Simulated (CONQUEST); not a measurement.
# Na under changes of volume

One of the cells (39.256 Å³/atom); the others are scaled copies at fixed shape and fractional positions:

```
Na
1.0
     4.28200    0.00000    0.00000
     0.00000    4.28200    0.00000
     0.00000    0.00000    4.28200
Na
2
Direct
  0.00000 0.00000 0.00000
  0.50000 0.50000 0.50000
```

| Quantity | Value |
| --- | --- |
| Program | CONQUEST 1.3 |
| Functional | PBE |
| Potentials or basis | PseudoDojo NC PBE, DZP, grid of 40 × 40 × 40 points |
| k mesh | 6 × 6 × 6 |
| Occupations | fermi-dirac, width 0.05 eV |
| Spin | no spin polarisation |

| volume (Å³/atom) | energy over the lowest point (meV/atom) | pressure (GPa) |
| --- | --- | --- |
| 36.901 | 0.00 | -0.5 |
| 37.686 | 2.86 | -0.7 |
| 38.471 | ? | ? |
| 39.256 | 11.35 | -1.0 |
| 40.041 | 16.90 | -1.2 |
| 40.827 | 23.31 | -1.4 |
| 41.612 | 30.42 | -1.5 |

Problem. What does the run at 38.471 Å³/atom give?

Solution. Energy over the lowest point 6.62 meV/atom; pressure -0.9 GPa.

Worked out: A Birch-Murnaghan fit of order 3 (a polynomial in V^(-2/3)) to the other rows has no minimum within the range. It gives 6.65 meV/atom at 38.471 Å³/atom, against the run's 6.62, and -dE/dV = -0.9 GPa, against -0.9.

Energies are extrapolated to zero smearing.

Caveats: the basis of atomic orbitals isn't converged, which shifts pressures, moduli and gaps.
